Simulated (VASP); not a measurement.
Write the native input for VASP 6.6.1 that does the following.

```
Task                   : single point
Functional             : r2SCAN
Potentials or basis    : VASP PAW PBE potentials, release 64 (Ba_sv, Te)
Cutoff                 : 900 eV
k mesh                 : 10 × 10 × 10
Occupations            : gaussian, width 0.02 eV
Spin                   : no spin polarisation
Further INCAR settings : ADDGRID = False; ALGO = Normal; EDIFF = 1e-08
```

The structure of BaTe lies in POSCAR:

```
BaTe
1.0
    0.0000000000      3.4100000000      3.4100000000
    3.4100000000      0.0000000000      3.4100000000
    3.4100000000      3.4100000000      0.0000000000
Ba Te
1 1
Direct
    0.0000000000      0.0000000000      0.0000000000
    0.5000000000      0.5000000000      0.5000000000
```

One way to write it, as run:

INCAR

```
SYSTEM = BaTe
ADDGRID  = .FALSE.      
ALGO     = Normal         ! electronic algorithm
EDIFF    = 1E-8           ! SCF threshold, eV
ENCUT    = 900            ! plane-wave cutoff, eV
ISIF     = 2              ! what is computed and relaxed
ISMEAR   = 0              ! smearing method
LASPH    = .TRUE.         ! aspherical terms in the spheres
LCHARG   = .FALSE.        ! write CHGCAR
LMIXTAU  = .TRUE.       
LREAL    = .FALSE.        ! projectors in reciprocal space
LWAVE    = .FALSE.        ! write WAVECAR
METAGGA  = R2SCAN         ! meta-GGA
NELM     = 100            ! most SCF steps
PREC     = Accurate       ! precision mode
SIGMA    = 0.02           ! smearing width, eV
```

KPOINTS

```
k-points
0
G
  10 10 10
  0 0 0
```

Potentials or basis: VASP PAW PBE potentials, release 64 (Ba_sv, Te).

Command:

```bash
$ cat potpaw_PBE.64/Ba_sv/POTCAR potpaw_PBE.64/Te/POTCAR > POTCAR
$ mpirun -np 1 vasp_std > vasp.out
```

Results of the run:

```yaml
Pressure: 4.5 GPa
Band_gap_on_the_k_mesh: 1.69 eV, indirect (least direct gap 2.07 eV)
```

Caveat: the PAW data sets were made with another functional, which shifts forces and pressure a little; spin-orbit coupling is left out, which moves the levels of the heavy elements.

Wall time 17 min on 1 thread of AMD EPYC 7R43 64-Core Processor (Zen 3), with other jobs on the host, peak memory 0.41 GiB.
